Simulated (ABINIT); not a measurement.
The system is TaN.

```xyz
2
Lattice="0.0000 2.2113 2.2113 2.2113 0.0000 2.2113 2.2113 2.2113 0.0000" Properties=species:S:1:pos:R:3 pbc="T T T"
Ta    2.2113    2.2113    2.2113
N     0.0000    0.0000    0.0000
```

The cell comes from a database or a generator and needn't be the stable form of this composition.

Base run:

| Item | Value |
| --- | --- |
| Program | ABINIT 10.8.3 (patched build) |
| Functional | SOGGA |
| Potentials or basis | JTH PAW PBE v2.0 |
| Cutoff | 707 eV |
| k mesh | 10 × 10 × 10 |
| Occupations | fermi-dirac, width 0.05 eV |
| Spin | spin-orbit coupling, no magnetisation |

Its results: band gap on the k mesh none (metal or under the smearing width); pressure -12.3 GPa.

Q: The run is repeated on the same cell with these changes: functional from SOGGA to PBEsol. What comes out?

A: Band gap on the k mesh none (metal or under the smearing width); pressure -9.9 GPa.

Caveats: the highest band is partly filled, so the run has too few bands; the PAW data sets were made with another functional, which shifts forces and pressure a little.
